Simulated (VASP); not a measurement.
Write the native input for VASP 6.6.1 that does the following.

```
Task                   : single point
Functional             : PBE
Potentials or basis    : VASP PAW PBE potentials, release 64 (Cd, Se)
Cutoff                 : 520 eV
k mesh                 : 9 × 9 × 6
Occupations            : gaussian, width 0.02 eV
Spin                   : no spin polarisation
Dipole correction      : no
Further INCAR settings : ALGO = Normal; EDIFF = 1e-06; NBANDS = 26
```

The structure of CdSe (Cadmoselite) lies in POSCAR:

```
CdSe
1.0
    4.3825548697      0.0000000000      0.0000000000
   -2.1912774349      3.7954038507      0.0000000000
    0.0000000000      0.0000000000      7.1556282808
Cd Se
2 2
Direct
    0.3333333333      0.6666666667      0.0046130448
    0.6666666667      0.3333333333      0.5046130448
    0.3333333333      0.6666666667      0.3803869552
    0.6666666667      0.3333333333      0.8803869552
```

The input as run:

INCAR

```
SYSTEM = CdSe
  ALGO = Normal
  EDIFF = 1E-6
  ENCUT = 520
  GGA = PE
  ISIF = 2
  ISMEAR = 0
  LASPH = .True.
  LCHARG = .False.
  LREAL = .False.
  LWAVE = .False.
  NBANDS = 26
  NELM = 100
  PREC = Accurate
  SIGMA = 0.02
```

KPOINTS

```
k-points
0
Gamma
  9 9 6
  0 0 0
```

Potentials or basis: VASP PAW PBE potentials, release 64 (Cd, Se).

Command:

```bash
$ cat potpaw_PBE.64/Cd/POTCAR potpaw_PBE.64/Se/POTCAR > POTCAR
$ mpirun -np 1 vasp_std > vasp.out
```

It gave:

```json
{
 "Pressure": "0.2 GPa",
 "Band gap on the k mesh": "0.54 eV, direct"
}
```

Run time: 60 s on 1 thread of Intel(R) Xeon(R) 6975P-C (Granite Rapids) (shared host), peak memory 0.32 GiB.
